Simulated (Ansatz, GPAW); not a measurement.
One calculation of InP, 3 ways

```
In P
1.0
     0.00000    2.93050    2.93050
     2.93050    0.00000    2.93050
     2.93050    2.93050    0.00000
In P
1 1
Direct
  0.00000 0.00000 0.00000
  0.75000 0.75000 0.75000
```

Alike in all runs: task single point; functional PBE; k mesh 8 × 8 × 8; occupations gaussian, width 0.022 eV; no spin polarisation; no spin-orbit coupling. Pressure is positive in compression and, in plane waves, holds the error of the finite cutoff, which Ansatz's Pulay term estimates and takes out.

| program and potentials | plane-wave cutoff (eV) | notes | band gap (eV) | pressure (GPa) |
| --- | --- | --- | --- | --- |
| Ansatz, Ansatz PAW | 420 | Pulay term of +0.04 GPa included | 0.72 | 3.34 |
| GPAW, GPAW PAW data sets (gpaw-data 1.2.1) | 600 | - | 0.71 | 3.04 |
| Ansatz, all-electron LAPW, scalar-relativistic | - | - | 0.71 | 3.34 |

The band gap spans 0.71 (GPAW, GPAW PAW data sets (gpaw-data 1.2.1)) to 0.72 eV (Ansatz, Ansatz PAW), with all-electron results at 0.71. The pressure spans 3.04 (GPAW, GPAW PAW data sets (gpaw-data 1.2.1)) to 3.34 GPa (Ansatz, all-electron LAPW, scalar-relativistic), with all-electron results at 3.34.

Differences between rows come from potentials, basis sets and numerical settings, since the functional is the same but for its coding. Runs on potential files found faulty are left out.

The three calculations agree closely on the gap of zinc-blende InP, so its small size belongs to the functional rather than to the potentials. InP is well known to have a gap about twice as large. Semilocal PBE lacks the derivative discontinuity of the exchange-correlation potential, and its Kohn-Sham gap therefore falls well short of the quasiparticle gap.

The positive pressure in every row means that PBE would expand this cell, in line with its usual underbinding of semiconductors containing heavier elements. Relaxing the volume would probably narrow the gap further, because the antibonding, s-like conduction minimum at Γ falls relative to the bonding, p-like valence top as the bonds lengthen.

Ansatz PAW reproduces the all-electron pressure, whereas GPAW lies lower at 3.04 GPa, possibly through its data sets or a remaining basis-set error. That offset barely touches the gap, so agreement on band energies at fixed geometry doesn't guarantee equal accuracy for the equation of state.
